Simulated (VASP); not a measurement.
# TiB2 (P6/mmm) in VASP: notebook

Aim: see how the results for TiB2 move with the level of theory and the settings. Levels: LDA, PBEsol. Tasks: relaxation of cell and atoms, atomic charges, electron localisation function.

Everything below comes from runs of VASP 6.6.1. Logs are shortened: lines on timing, memory, paths and dates and some standing lists are left out, and cuts for length are marked.

### Step 1. The structure

The structure is hexagonal, space group P6/mmm (No. 191). The conventional cell has a = 3.029 Å, b = 3.029 Å, c = 3.228 Å, α = 90.00°, β = 90.00°, γ = 120.00°. Around Ti (site symmetry 6/mmm) lie 12 B at 2.38 Å. B (site symmetry -6m2) is surrounded by 3 B at 1.75 Å.

### Step 2. Relaxation of cell and atoms, LDA

Contents of INCAR:

```
ALGO = Normal
EDIFF = 1E-6
EDIFFG = -0.01
ENCUT = 600
IBRION = 2
ISIF = 3
ISMEAR = -1
LASPH = T
LCHARG = F
LREAL = F
LWAVE = F
NELM = 100
NSW = 40
PREC = Accurate
SIGMA = 0.05
```

Contents of KPOINTS:

```
k-points
0
Gamma
  8 8 8
```

Contents of POSCAR:

```
TiB2
1.0
    3.0292000000      0.0000000000      0.0000000000
   -1.5146000000      2.6233641531      0.0000000000
    0.0000000000      0.0000000000      3.2284000000
Ti B
1 2
Direct
    0.0000000000      0.0000000000      0.0000000000
    0.6666666667      0.3333333333      0.5000000000
    0.3333333333      0.6666666667      0.5000000000
```

Potentials or basis: VASP PAW LDA potentials, release 64 (Ti_sv, B).

Launch:

```
> cat potpaw_LDA.64/Ti_sv/POTCAR potpaw_LDA.64/B/POTCAR > POTCAR
> mpirun -np 1 vasp_std > vasp.out
```

OUTCAR:

```text
EDIFF = 1E-6
   EDIFFG = -0.01
   ENCUT = 600
   IBRION = 2
   ISIF = 3
   ISMEAR = -1
   LASPH = T
   LREAL = F
   NELM = 100
   NSW = 40
   PREC = Accurate

 ion  position               nearest neighbor table
   1  0.000  0.000  0.000-   2 2.38   3 2.38   2 2.38   3 2.38   3 2.38   3 2.38   2 2.38   2 2.38
                             2 2.38   2 2.38   3 2.38   3 2.38
   2  0.667  0.333  0.500-   3 1.75   3 1.75   3 1.75   1 2.38   1 2.38   1 2.38   1 2.38   1 2.38
                             1 2.38
   3  0.333  0.667  0.500-   2 1.75   2 1.75   2 1.75   1 2.38   1 2.38   1 2.38   1 2.38   1 2.38
                             1 2.38

  LATTYP: Found a hexagonal cell.
 ALAT       =     3.0292000000
 C/A-ratio  =     1.0657599366

  Lattice vectors:

 A1 = (   3.0292000000,   0.0000000000,   0.0000000000)
 A2 = (  -1.5146000000,   2.6233641531,   0.0000000000)
 A3 = (   0.0000000000,   0.0000000000,   3.2284000000)

Analysis of symmetry for initial positions (statically):
=====================================================================
 Subroutine PRICEL returns:
 Original cell was already a primitive cell.

 Routine SETGRP: Setting up the symmetry group for a
 hexagonal supercell.

 Subroutine GETGRP returns: Found 24 space group operations
 (whereof 24 operations were pure point group operations)
 out of a pool of 24 trial point group operations.

The static configuration has the point symmetry D_6h.

Analysis of symmetry for dynamics (positions and initial velocities):
=====================================================================
 Subroutine PRICEL returns:
 Original cell was already a primitive cell.

 Routine SETGRP: Setting up the symmetry group for a
 hexagonal supercell.

 Subroutine GETGRP returns: Found 24 space group operations
 (whereof 24 operations were pure point group operations)
 out of a pool of 24 trial point group operations.

The dynamic configuration has the point symmetry D_6h.

 Subroutine INISYM returns: Found 24 space group operations
 (whereof 24 operations are pure point group operations),
 and found     1 'primitive' translations

----------------------------------------------------------------------------------------

                                     Primitive cell

  volume of cell :      25.6551

  direct lattice vectors                    reciprocal lattice vectors
     3.029200000  0.000000000  0.000000000     0.330120164  0.190594965  0.000000000
    -1.514600000  2.623364153  0.000000000     0.000000000  0.381189931  0.000000000
     0.000000000  0.000000000  3.228400000     0.000000000  0.000000000  0.309750960

  length of vectors
     3.029200000  3.029200000  3.228400000     0.381189931  0.381189931  0.309750960

  position of ions in fractional coordinates (direct lattice)
     0.000000000  0.000000000  0.000000000
     0.666666667  0.333333333  0.500000000
     0.333333333  0.666666667  0.500000000

  ion indices of the primitive-cell ions
   primitive index   ion index
                 1           1
                 2           2
                 3           3

----------------------------------------------------------------------------------------

 KPOINTS: k-points

Automatic generation of k-mesh.
 Grid dimensions read from file:
 generate k-points for:    8    8    8

 Generating k-lattice:

  Cartesian coordinates                     Fractional coordinates (reciprocal lattice)
     0.041265020  0.023824371  0.000000000     0.125000000  0.000000000  0.000000000
     0.000000000  0.047648741  0.000000000     0.000000000  0.125000000  0.000000000
     0.000000000  0.000000000  0.038718870     0.000000000  0.000000000  0.125000000

  Length of vectors
     0.047648741  0.047648741  0.038718870

  Shift w.r.t. Gamma in fractional coordinates (k-lattice)
     0.000000000  0.000000000  0.000000000

 Subroutine IBZKPT returns following result:
 ===========================================

 Found     50 irreducible k-points:

 Following reciprocal coordinates:
            Coordinates               Weight
  0.000000  0.000000  0.000000      1.000000
  0.125000 -0.000000  0.000000      6.000000
  0.250000 -0.000000  0.000000      6.000000
  0.375000 -0.000000  0.000000      6.000000
  0.500000 -0.000000  0.000000      3.000000
  0.125000  0.125000  0.000000      6.000000
[... 16 lines left out ...]
  0.250000 -0.000000  0.250000     12.000000
  0.375000 -0.000000  0.250000     12.000000
 [... further k-points ...]
   k-points           NKPTS =     50   k-points in BZ     NKDIM =     50   number of bands    NBANDS=     13
   number of dos      NEDOS =    301   number of ions     NIONS =      3
   total plane-waves  NPLWV =  16128
   dimension x,y,z NGX =    24 NGY =   24 NGZ =   28
   dimension x,y,z NGXF=    48 NGYF=   48 NGZF=   56
   ions per type =               1   2
   NGX,Y,Z   is equivalent  to a cutoff of  13.17, 13.17, 14.42 a.u.
   NGXF,Y,Z  is equivalent  to a cutoff of  26.34, 26.34, 28.84 a.u.
 SYSTEM =  unknown system
   PREC   = accura    normal or accurate (medium, high low for compatibility)
   ISTART =      0    job   : 0-new  1-cont  2-samecut
   ICHARG =      2    charge: 1-file 2-atom 10-const
   ISPIN  =      1    spin polarized calculation?
   LNONCOLLINEAR =      F non collinear calculations
   LSORBIT =      F    spin-orbit coupling
   LASPH  =      T    aspherical Exc in radial PAW
   ENCUT  =  600.0 eV  44.10 Ry    6.64 a.u.   6.05  6.05  6.45*2*pi/ulx,y,z
   NELM   =    100;   NELMIN=  2; NELMDL= -5     # of ELM steps
   EDIFF  = 0.1E-05   stopping-criterion for ELM
   LREAL  =      F    real-space projection
   EDIFFG = -.1E-01   stopping-criterion for IOM
   NSW    =     40    number of steps for IOM
   IBRION =      2    ionic relax: 0-MD 1-quasi-New 2-CG
   NFREE  =      1    steps in history (QN), initial steepest desc. (CG)
   ISIF   =      3    stress and relaxation
   ISYM   =      2    0-nonsym 1-usesym 2-fastsym
   POTIM  = 0.5000    time-step for ionic-motion
   TEBEG  =    0.0;   TEEND  =   0.0 temperature during run
   PSTRESS=    0.0 pullay stress
   NELECT =      18.0000    total number of electrons
   NUPDOWN=      -1.0000    fix difference up-down
   EMIN   =  10.00;   EMAX   =-10.00  energy-range for DOS
   EFERMI =   0.00;   METHOD = LEGACY
   ISMEAR =    -1;   SIGMA  =   0.05  broadening in eV -4-tet -1-fermi 0-gaus
   EFERMI_NEDOS =   21; number of points for ismear=-14 and -15
   IALGO  =     38    algorithm
   IMIX   =      4    mixing-type and parameters
     AMIX     =   0.40;   BMIX     =  1.00
     AMIX_MAG =   1.60;   BMIX_MAG =  1.00
  volume/ion in A,a.u.               =       8.55        57.71
  Fermi-wavevector in a.u.,A,eV,Ry     =   1.454703  2.748990 28.792122  2.116161
  Thomas-Fermi vector in A             =   2.571823
   LORBIT       =      0    0 simple, 1 ext, 2 COOP (PROOUT), +10 PAW based schemes
   GGA     = CA    functional components
   LHFCALC =     F    Hartree Fock is set to
   AEXX    =    0.0000 exact exchange contribution
   IVDW    =     0    specifies the selected vdW correction
   LEPSILON=     F    determine dielectric tensor
   LRPA    =     F    only Hartree local field effects (RPA)
 conjugate gradient relaxation of ions
 non-spin polarized calculation
  energy-cutoff  :      600.00
  volume of cell :       25.66
 maximum number of plane-waves:       873
   NGX = 13   NGY = 13   NGZ = 13

--------------------------------------- Ionic step        1  -------------------------------------------

 number of electron      18.0000002 magnetization

 Free energy of the ion-electron system (eV)
  ---------------------------------------------------
  ext. energy  EPLUGINS =         0.00000000
  ---------------------------------------------------
  free energy    TOTEN  =       -26.88863606 eV

  energy without entropy =      -26.88622316  energy(sigma->0) =      -26.88742961

 E-fermi :   9.8809     XC(G=0): -12.9522

 val. band max:        9.7347646938   @ k =   0.0000   0.0000   0.5000
 cond. band min:       9.9397012538   @ k =   0.1250   0.1250   0.2500
 fundamental gap:      0.2049365599
 Fermi energy:         9.8809204238

 k-point     1 :       0.0000    0.0000    0.0000
  band No.  band energies     occupation
      1     -46.3212      2.00000
      2     -23.0718      2.00000
      3     -22.7361      2.00000
      4     -22.7361      2.00000
      5      -3.3742      2.00000
      6       7.3341      2.00000
      7       7.3341      2.00000
      8       7.6629      2.00000
      9       7.8028      2.00000
     10      11.7914      0.00000
     11      11.7914      0.00000
     12      13.5592      0.00000
     13      13.5592      0.00000

 k-point     2 :       0.1250   -0.0000    0.0000
  band No.  band energies     occupation
      1     -46.3128      2.00000
      2     -23.0614      2.00000
      3     -22.7990      2.00000
      4     -22.7504      2.00000
      5      -3.0771      2.00000
      6       6.5384      2.00000
      7       7.2820      2.00000
      8       7.4327      2.00000
      9       7.9465      2.00000
     10      11.7060      0.00000
     11      12.2868      0.00000
     12      12.6633      0.00000
     13      12.8517      0.00000
[... 439 lines left out ...]
 VOLUME and BASIS-vectors are now :
 -----------------------------------------------------------------------------
  energy-cutoff  :      600.00
  volume of cell :       24.59
      direct lattice vectors                 reciprocal lattice vectors
     2.989593706  0.000000000  0.000000000     0.334493613  0.193119978 -0.000000000
    -1.494796853  2.589064096 -0.000000000     0.000000000  0.386239955 -0.000000000
     0.000000000  0.000000000  3.176322838    -0.000000000 -0.000000000  0.314829459

 POSITION                                       TOTAL-FORCE (eV/Angst)
 -----------------------------------------------------------------------------------
     -1.49480      2.58906     -0.00000         0.000000     -0.000000      0.000000
      1.49480      0.86302      1.58816         0.000000     -0.000000      0.000000
     -0.00000      1.72604      1.58816        -0.000000      0.000000     -0.000000
 -----------------------------------------------------------------------------------
    total drift:                               -0.000000      0.000000     -0.000000

  FREE ENERGIE OF THE ION-ELECTRON SYSTEM (eV)
  ---------------------------------------------------
  free  energy   TOTEN  =       -26.9266501518 eV

  energy  without entropy=      -26.9244355018  energy(sigma->0) =      -26.92554283

--------------------------------------- Ionic step        4  -------------------------------------------

 number of electron      18.0000003 magnetization

 Free energy of the ion-electron system (eV)
  ---------------------------------------------------
  ext. energy  EPLUGINS =         0.00000000
  ---------------------------------------------------
  free energy    TOTEN  =       -26.92814300 eV

  energy without entropy =      -26.92606878  energy(sigma->0) =      -26.92710589

 E-fermi :  10.3561     XC(G=0): -13.1625

 val. band max:       10.1762160030   @ k =   0.1250  -0.0000   0.5000
 cond. band min:      10.3700493209   @ k =   0.0000   0.0000   0.3750
 fundamental gap:      0.1938333180
 Fermi energy:        10.3561139410

 k-point     1 :       0.0000    0.0000    0.0000
  band No.  band energies     occupation
      1     -45.7159      2.00000
      2     -22.4656      2.00000
      3     -22.1209      2.00000
      4     -22.1209      2.00000
      5      -3.1013      2.00000
      6       7.6527      2.00000
      7       7.6527      2.00000
      8       8.2131      2.00000
      9       8.2683      2.00000
     10      12.4159      0.00000
     11      12.4159      0.00000
     12      14.3240      0.00000
     13      14.3240      0.00000

 k-point     2 :       0.1250   -0.0000    0.0000
  band No.  band energies     occupation
      1     -45.7061      2.00000
      2     -22.4536      2.00000
      3     -22.1926      2.00000
      4     -22.1371      2.00000
      5      -2.7955      2.00000
      6       6.8618      2.00000
      7       7.6143      2.00000
      8       7.9997      2.00000
      9       8.3532      2.00000
     10      12.3260      0.00000
     11      12.9542      0.00000
     12      13.3443      0.00000
     13      13.5375      0.00000
[... 365 lines left out ...]
 VOLUME and BASIS-vectors are now :
 -----------------------------------------------------------------------------
  energy-cutoff  :      600.00
  volume of cell :       24.57
      direct lattice vectors                 reciprocal lattice vectors
     2.997059651 -0.000000000  0.000000000     0.333660359  0.192638898  0.000000000
    -1.498529825  2.595529794 -0.000000000    -0.000000000  0.385277797  0.000000000
     0.000000000 -0.000000000  3.158816881    -0.000000000 -0.000000000  0.316574223

 POSITION                                       TOTAL-FORCE (eV/Angst)
 -----------------------------------------------------------------------------------
      0.00000     -0.00000      0.00000        -0.000000      0.000000     -0.000000
      1.49853      0.86518      1.57941        -0.000000      0.000000      0.000000
     -0.00000      1.73035      1.57941         0.000000     -0.000000     -0.000000
 -----------------------------------------------------------------------------------
    total drift:                               -0.000000      0.000000     -0.000000

  FREE ENERGIE OF THE ION-ELECTRON SYSTEM (eV)
  ---------------------------------------------------
  free  energy   TOTEN  =       -26.9281429959 eV

  energy  without entropy=      -26.9260687841  energy(sigma->0) =      -26.92710589

 reached required accuracy - stopping structural energy minimisation
```

Run time: 37 s. Hardware: 1 thread of Intel Xeon Platinum 8259CL at 2.50GHz (Skylake/Cascade Lake), shared host; peak memory 0.15 GiB.

Results:

```yaml
Free_energy: -26.9281 eV
Relaxed_volume: 8.19 Å³/atom
Relaxed_cell: a = 2.997 Å, b = 2.997 Å, c = 3.159 Å, α = 90.00°, β = 90.00°, γ = 120.00°
Space_group_after_relaxing_to_0.05_Å: P6/mmm (No. 191)
Energy_gained_by_relaxing: 13.2 meV/atom
Ionic_steps: 4
Pressure_after_relaxing: -0.1 GPa
Band_gap_on_the_k_mesh: none (metal or under the smearing width)
```

Step by step:
```
step  energy change (eV)  largest force (eV/Å)  pressure (GPa)  volume (Å³)
   1              0.0000                0.0000          -10.79        25.66
   2             -0.0002                0.0000           12.68        23.57
   3             -0.0380                0.0000            0.13        24.59
   4             -0.0395                0.0000           -0.07        24.57
```

Final structure:
```
Ti B
1.0
     2.99706    0.00000    0.00000
    -1.49853    2.59553    0.00000
     0.00000    0.00000    3.15882
Ti B
1 2
Direct
  0.00000 0.00000 0.00000
  0.66667 0.33333 0.50000
  0.33333 0.66667 0.50000
```

Levels at points of the mesh, in eV from the Fermi level:
| k point | band 7 | band 8 | band 9 | band 10 | band 11 | band 12 |
| --- | --- | --- | --- | --- | --- | --- |
| (0.00, 0.00, 0.00) | -2.70 | -2.14 | -2.09 | 2.06 | 2.06 | 3.97 |
| (0.50, 0.00, 0.00) | -3.26 | -3.20 | -2.33 | 1.48 | 2.92 | 3.44 |
| (0.00, 0.00, 0.50) | -0.52 | -0.52 | -0.21 | -0.21 | 0.50 | 0.50 |
| (0.50, 0.00, 0.50) | -4.76 | -3.89 | -3.01 | 2.74 | 3.13 | 4.93 |

[end of part 1 of 2]
